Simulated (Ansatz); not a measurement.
## Phases of AlRu at 190 GPa

Structure types of AlRu are relaxed in primitive cells with their symmetry kept at 190 GPa, on PAW files; LAPW relaxes the small cells further and takes the PAW cell for the others (marked *). The enthalpy is E + pV at zero temperature, without zero-point motion. Only the types listed were tried, and differences under about 5 meV/atom are mesh noise. The real phase may be another.

Computed with Ansatz 0.2.0; functional PBE, scalar-relativistic. Settings: Fermi–Dirac smearing of 0.1 eV, no spin polarisation. Methods: LAPW: all electrons, basis error target 0.5 meV/atom; PAW: frozen-core files, cutoff 420 eV.

k meshes: rocksalt 15×15×15, CsCl 15×15×15, WC 15×15×14, NiAs 12×12×7, zincblende 13×13×13.

Q: Which type is lowest in enthalpy, and by how much?

A: CsCl, 585 meV/atom below distorted WC. The whole table:

| start type | ends as | a, b, c (Å) | V (Å³/atom) | H − H(lowest), LAPW (meV/atom) | same, PAW |
| --- | --- | --- | --- | --- | --- |
| rocksalt | rocksalt, Fm-3m | 4.242, 4.242, 4.242 | 9.54 | 1762.3 | 1764.5 |
| CsCl | CsCl, Pm-3m | 2.631, 2.631, 2.631 | 9.11 | 0.0 | 0.0 |
| WC | distorted WC, P-6m2 | 2.496, 2.496, 3.473 | 9.37 | 585.3 | 586.0 |
| NiAs* | distorted NiAs, P6_3/mmc | 2.495, 2.495, 6.957 | 9.38 | 590.2 | 590.7 |
| zincblende | zincblende, F-43m | 4.439, 4.439, 4.439 | 10.94 | 5446.8 | 5454.4 |

Q: Split the lead of CsCl over distorted WC into energy and pV.

A: For distorted WC less CsCl: ΔE = +273.3 meV/atom, and p·ΔV = 190 GPa × +0.2630 Å³ × 6.242 meV/(GPa·Å³) = +311.9 meV/atom, together 585.2 meV/atom. CsCl wins on both counts.
